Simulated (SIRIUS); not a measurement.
# TiCo (Pm-3m) in SIRIUS: single point with LDA

Aim: the single point of TiCo with LDA.

Everything below comes from runs of SIRIUS 7.10.0. Logs are shortened: lines on timing, memory, paths and dates and some standing lists are left out, and cuts for length are marked. The log counts tension as positive stress, the text compression.

### 1 Starting point

Symmetry: Pm-3m, No. 221, cubic system. The conventional cell has a = 2.986 Å, b = 2.986 Å, c = 2.986 Å, α = 90.00°, β = 90.00°, γ = 90.00°. Around Co (site symmetry m-3m) lie 8 Ti at 2.59 Å. Ti (site symmetry m-3m) is surrounded by 8 Co at 2.59 Å.

The cell comes from a database or a generator and needn't be the stable form of this composition.

### 2 Single point, LDA, collinear spin, antiferromagnetic start

sirius.json reads:

```json
{
  "control": {
    "processing_unit": "cpu",
    "verbosity": 2,
    "num_bands_to_print": 23,
    "print_forces": true,
    "print_stress": true
  },
  "parameters": {
    "electronic_structure_method": "pseudopotential",
    "xc_functionals": ["XC_LDA_X", "XC_LDA_C_PW"],
    "gk_cutoff": 9.8,
    "pw_cutoff": 19.6,
    "ngridk": [5, 5, 5],
    "shiftk": [0, 0, 0],
    "smearing": "fermi_dirac",
    "smearing_width": 0.0018374661,
    "num_bands": 23,
    "num_mag_dims": 1,
    "num_dft_iter": 100,
    "energy_tol": 1e-08,
    "density_tol": 1e-06
  },
  "iterative_solver": {
    "type": "davidson",
    "min_tolerance": 1e-09,
    "tolerance_scale": [0.1, 0.25]
  },
  "mixer": {
    "type": "anderson",
    "beta": 0.5,
    "max_history": 8
  },
  "settings": {
    "tol_ne": 1e-10,
    "pseudo_grid_cutoff": 6.5,
    "smooth_initial_mag": true
  },
  "unit_cell": {
    "lattice_vectors": [
      [1.0, 0.0, 0.0],
      [0.0, 1.0, 0.0],
      [0.0, 0.0, 1.0]
    ],
    "lattice_vectors_scale": 5.6429319488,
    "atom_coordinate_units": "lattice",
    "atom_types": ["Co", "Ti"],
    "atom_files": {
      "Ti": "Ti.json",
      "Co": "Co.json"
    },
    "atoms": {
      "Co": [
        [0.5, 0.5, 0.5, 0.0, 0.0, 2.0]
      ],
      "Ti": [
        [0.0, 0.0, 0.0, 0.0, 0.0, -1.0]
      ]
    }
  }
}
```

Potentials or basis: PseudoDojo 0.4.1 PBE standard (scalar relativistic).

Launch:

```
upf_to_json Ti.upf
upf_to_json Co.upf
OMP_NUM_THREADS=1 sirius.scf --input=sirius.json --output=out.json --task=0
```

Standard output:

```text
[info] SIRIUS version : 7.10.0
[info] number of MPI ranks           : 1
[info] MPI grid                      : 1 1
[info] maximum number of OMP threads : 1
[fft] FFT context for density and potential
[fft] =====================================
[fft]   comm size                             : 1
[fft]   plane wave cutoff                     : 19.6
[fft]   grid size                             : 40 40 40   total : 64000
[fft]   grid limits                           : -19 20   -19 20   -19 20
[fft]   number of G-vectors within the cutoff : 11444
[fft]   local number of G-vectors             : 11444
[fft]   number of G-shells                    : 638
[fft] FFT context for coarse grid
[fft] =====================================
[fft]   comm size                             : 1
[fft]   plane wave cutoff                     : 19.6
[fft]   grid size                             : 40 40 40   total : 64000
[fft]   grid limits                           : -19 20   -19 20   -19 20
[fft]   number of G-vectors within the cutoff : 11444
[fft]   local number of G-vectors             : 11444
[fft]   number of G-shells                    : 638
[unit cell] lattice vectors
[unit cell]   a1 :       5.6429319488      0.0000000000      0.0000000000
[unit cell]   a2 :       0.0000000000      5.6429319488      0.0000000000
[unit cell]   a3 :       0.0000000000      0.0000000000      5.6429319488
[unit cell] reciprocal lattice vectors
[unit cell]   b1 :       1.1134611163      0.0000000000      0.0000000000
[unit cell]   b2 :       0.0000000000      1.1134611163      0.0000000000
[unit cell]   b3 :       0.0000000000      0.0000000000      1.1134611163
[unit cell] unit cell volume :       179.68608183 [a.u.^3]
[unit cell] 1/sqrt(omega)    :         0.07460068
[unit cell] MT volume        :         0.00000000 ( 0.00%)
[unit cell] IT volume        :       179.68608183 (100.00%)
[unit cell] number of atom types : 2
[unit cell] type id : 0 symbol : Co mt_radius :  13.870000 num_atoms : 1
[unit cell] type id : 1 symbol : Ti mt_radius :  15.850000 num_atoms : 1
[unit cell] total number of atoms : 2
[unit cell] number of symmetry classes : 2
[unit cell] number of PAW atoms : 0
[unit cell] atom id  type id  class id             position                      vector_field
[... 495 lines left out ...]
[find] bands are converged : true
[find] iterative solver converged : true
[find] +------------------------------+
[find] | SCF iteration  31 out of 100|
[find] +------------------------------+
[diagonalize] iterative solver tolerance (occupied, empty): 1e-09 1e-09
[diagonalize] average number of iterations: 1.9
[diagonalize] Lowest band energies
[diagonalize] ik:    0   -2.895649   -1.547568   -1.547568   -1.547568   -1.484482   -0.608683   -0.608683   -0.608683    0.323186    0.457610    0.457610    0.543074    0.543074    0.543074    0.628619    0.628619    0.708839    0.708839    0.708839    0.932688    0.932688    0.932688    1.178990
[diagonalize]            -2.867593   -1.518183   -1.518183   -1.518183   -1.482407   -0.606639   -0.606639   -0.606639    0.326152    0.476150    0.476150    0.562535    0.562535    0.562535    0.644459    0.644459    0.714522    0.714522    0.714522    0.936531    0.936531    0.936531    1.187095
[diagonalize] ik:    1   -2.895630   -1.548014   -1.547541   -1.547541   -1.483903   -0.612674   -0.608405   -0.608405    0.351614    0.469146    0.469238    0.541326    0.541326    0.547613    0.615496    0.631527    0.676633    0.676633    0.703141    0.836564    0.994048    0.994048    1.163377
[diagonalize]            -2.867574   -1.518771   -1.518154   -1.518154   -1.481694   -0.610649   -0.606361   -0.606361    0.354635    0.487591    0.489515    0.560985    0.560985    0.567797    0.628797    0.648566    0.681340    0.681340    0.708009    0.840877    0.998628    0.998628    1.172799
[diagonalize] ik:    2   -2.895600   -1.548726   -1.547497   -1.547497   -1.482972   -0.619006   -0.607954   -0.607954    0.422740    0.478987    0.495170    0.539553    0.539553    0.555752    0.586788    0.605620    0.637728    0.637728    0.693115    0.756923    1.121649    1.121649    1.136209
[diagonalize]            -2.867543   -1.519690   -1.518108   -1.518108   -1.480570   -0.617011   -0.605911   -0.605911    0.426999    0.490320    0.522870    0.560050    0.560050    0.577520    0.591330    0.632751    0.640865    0.640865    0.696248    0.758438    1.126969    1.126969    1.147491
[diagonalize] ik:    3   -2.895612   -1.548031   -1.547840   -1.547514   -1.483451   -0.612512   -0.612022   -0.608095    0.377043    0.475307    0.483175    0.531766    0.536068    0.550316    0.620232    0.630863    0.647307    0.663669    0.704777    0.852346    0.915414    1.037499    1.168649
[diagonalize]            -2.867555   -1.518824   -1.518465   -1.518127   -1.481203   -0.610489   -0.609995   -0.606053    0.380252    0.495188    0.503255    0.549882    0.555780    0.571848    0.633817    0.646232    0.651803    0.666471    0.711587    0.857182    0.920956    1.042209    1.176949
[diagonalize] ik:    4   -2.895582   -1.548574   -1.547806   -1.547472   -1.482722   -0.618402   -0.611603   -0.607594    0.434961    0.478800    0.505536    0.527359    0.537848    0.539506    0.597253    0.613449    0.646913    0.659978    0.697598    0.762658    0.984379    1.095998    1.140903
[diagonalize]            -2.867524   -1.519433   -1.518433   -1.518082   -1.480419   -0.616405   -0.609578   -0.605552    0.440665    0.491817    0.530802    0.545305    0.554542    0.558538    0.617047    0.622328    0.656618    0.665878    0.703575    0.764817    0.990809    1.101994    1.146292
[diagonalize] ik:    5   -2.895552   -1.548353   -1.548281   -1.547432   -1.482315   -0.617505   -0.617322   -0.607009    0.442248    0.466729    0.513216    0.517905    0.544630    0.564425    0.614655    0.633644    0.647730    0.689889    0.701721    0.743814    0.917078    0.977012    1.173398
[diagonalize]            -2.867493   -1.519054   -1.518922   -1.518040   -1.480171   -0.615506   -0.615321   -0.604968    0.452732    0.478019    0.529445    0.534536    0.573409    0.584809    0.628443    0.644727    0.653162    0.697779    0.710185    0.745499    0.923152    0.982604    1.179886
[diagonalize] ik:    6   -2.895593   -1.548004   -1.547810   -1.547810   -1.483062   -0.612197   -0.611716   -0.611716    0.401344    0.488858    0.488858    0.526906    0.526906    0.536545    0.628802    0.628802    0.656313    0.671164    0.671164    0.905045    0.905045    0.947324    1.222520
[diagonalize]            -2.867536   -1.518791   -1.518434   -1.518434   -1.480817   -0.610174   -0.609690   -0.609690    0.404643    0.509804    0.509804    0.544844    0.544844    0.554997    0.642945    0.642945    0.661579    0.677518    0.677518    0.910598    0.910598    0.952606    1.226634
[diagonalize] ik:    7   -2.895564   -1.548460   -1.547788   -1.547763   -1.482431   -0.617885   -0.611263   -0.611220    0.452833    0.492582    0.499893    0.518556    0.526092    0.534258    0.602256    0.622268    0.637303    0.690686    0.695468    0.789687    0.994764    0.995068    1.111877
[diagonalize]            -2.867505   -1.519246   -1.518418   -1.518384   -1.480196   -0.615888   -0.609237   -0.609195    0.458608    0.505785    0.523217    0.535594    0.543245    0.551258    0.625775    0.634924    0.642542    0.696702    0.701772    0.793734    1.000615    1.001306    1.116298
[diagonalize] ik:    8   -2.895534   -1.548297   -1.548248   -1.547725   -1.481957   -0.617104   -0.616985   -0.610653    0.464832    0.483041    0.510132    0.512155    0.539902    0.547024    0.599854    0.603078    0.663237    0.704705    0.737403    0.798641    0.910011    0.980463    1.035965
[... 17 lines left out ...]
[find] <rho|V^{H}>                    :     107.19957368
[find] one-electron contribution      :     -91.48626019 (Ha),    -182.97252037 (Ry)
[find] hartree contribution           :      53.59978684
[find] xc contribution                :     -36.22656310
[find] ewald contribution             :    -137.84852436
[find] PAW contribution               :       0.00000000
[find] smearing (-TS)                 :      -0.00049753
[find] SCF correction                 :      -0.00000007
[find] Total energy                   :    -211.96156087 (Ha),    -423.92312175 (Ry)
[find] Free energy (E-TS)             :    -211.96205840 (Ha),    -423.92411680 (Ry)
[find] band gap (eV)                  :       0.00000000
[find] Efermi                         :       0.60668276
[find] iteration : 31, RMS : 4.379622701813e-08, energy difference : 1.564927742947e-09
[find] Hartree energy of density residual : 5.155167703782e-14
[find] bands are converged : true
[find] iterative solver converged : true
[find] converged after 32 SCF iterations!
[find] Charges and magnetic moments
[find] --------------------------------------------------------------------------------
[find] atom                moment                |moment|
[find] --------------------------------------------------------------------------------
[find]    0 [  0.00000,   0.00000,   0.82324]    0.823239
[find]    1 [  0.00000,   0.00000,   0.04884]    0.048835
[find] total charge          : 29.000000
[find] total moment          : [  0.00000,   0.00000,   0.87201], magnitude : 0.872012
[find] Energy
[find] --------------------------------------------------------------------------------
[find] valence_eval_sum               :     -14.86452860
[find] <rho|V^{XC}>                   :     -30.56229315
[find] <rho|E^{XC}>                   :     -36.22656310
[find] <mag|B^{XC}>                   :      -0.01554894
[find] <rho|V^{H}>                    :     107.19957368
[find] one-electron contribution      :     -91.48626019 (Ha),    -182.97252037 (Ry)
[find] hartree contribution           :      53.59978684
[find] xc contribution                :     -36.22656310
[find] ewald contribution             :    -137.84852436
[find] PAW contribution               :       0.00000000
[find] smearing (-TS)                 :      -0.00049753
[find] SCF correction                 :      -0.00000007
[find] Total energy                   :    -211.96156087 (Ha),    -423.92312175 (Ry)
[find] Free energy (E-TS)             :    -211.96205840 (Ha),    -423.92411680 (Ry)
[find] band gap (eV)                  :       0.00000000
[find] Efermi                         :       0.60668276
[ground_state] === stress tensor components [kbar] ===
[ground_state] === stress_kin ===
[ground_state] -98805.738043    0.000000    0.000000
[ground_state]     0.000000-98805.738043    0.000000
[ground_state]     0.000000    0.000000-98805.738043
[ground_state] === stress_har ===
[ground_state] -29253.980988    0.000000   -0.000000
[ground_state]     0.000000-29253.980988   -0.000000
[ground_state]    -0.000000   -0.000000-29253.980988
[ground_state] === stress_ewald ===
[ground_state] 75235.711715    0.000000    0.000000
[ground_state]     0.00000075235.711715   -0.000000
[ground_state]     0.000000   -0.00000075235.711715
[ground_state] === stress_vloc ===
[ground_state] 16663.896255    0.000000    0.000000
[ground_state]     0.00000016663.896255   -0.000000
[ground_state]     0.000000   -0.00000016663.896255
[ground_state] === stress_xc ===
[ground_state] -9248.968313    0.000000    0.000000
[ground_state]     0.000000-9248.968313    0.000000
[ground_state]     0.000000    0.000000-9248.968313
[ground_state] === stress_core ===
[ground_state] 24364.492254   -0.000000    0.000000
[ground_state]    -0.00000024364.492254   -0.000000
[ground_state]     0.000000   -0.00000024364.492254
[ground_state] === stress_nonloc ===
[ground_state] 21183.133828    0.000000    0.000000
[ground_state]     0.00000021183.133828   -0.000000
[ground_state]     0.000000   -0.00000021183.133828
[ground_state] === stress_us_nl ===
[ground_state] 21183.133828    0.000000    0.000000
[ground_state]     0.00000021183.133828   -0.000000
[ground_state]     0.000000   -0.00000021183.133828
[ground_state] === stress_total ===
[ground_state]   138.546707   -0.000000    0.000000
[ground_state]    -0.000000  138.546707    0.000000
[ground_state]     0.000000    0.000000  138.546707
[ground_state] ==== total Forces in Ha/bohr =====
[ground_state] atom:    0, force:       0.0000000      0.0000000      0.0000000
[... 14 lines left out ...]
[ground_state] atom:    0, force:       0.0000000      0.0000000      0.0000000
[ground_state] atom:    1, force:       0.0000000      0.0000000      0.0000000
[~DFT_ground_state] local op. applied: 54978
[~DFT_ground_state] evp. work count: 12283.7
[~DFT_ground_state] number of iterative solver steps: 3170
```

It took 2.2 min on 1 thread of Arm Neoverse V1, shared host; peak memory 0.28 GiB.

What came out:

* Free energy: -5767.7814 eV
* Pressure: -13.9 GPa
* Band gap on the k mesh: none (metal or under the smearing width)
* Net moment: 0.87 μB per cell
* Absolute moment: 0.92 μB per cell

Caveat: the k mesh is coarse (spacing up to 0.42 Å⁻¹), so the values aren't converged; the potentials were made for another functional, which shifts forces and pressure.
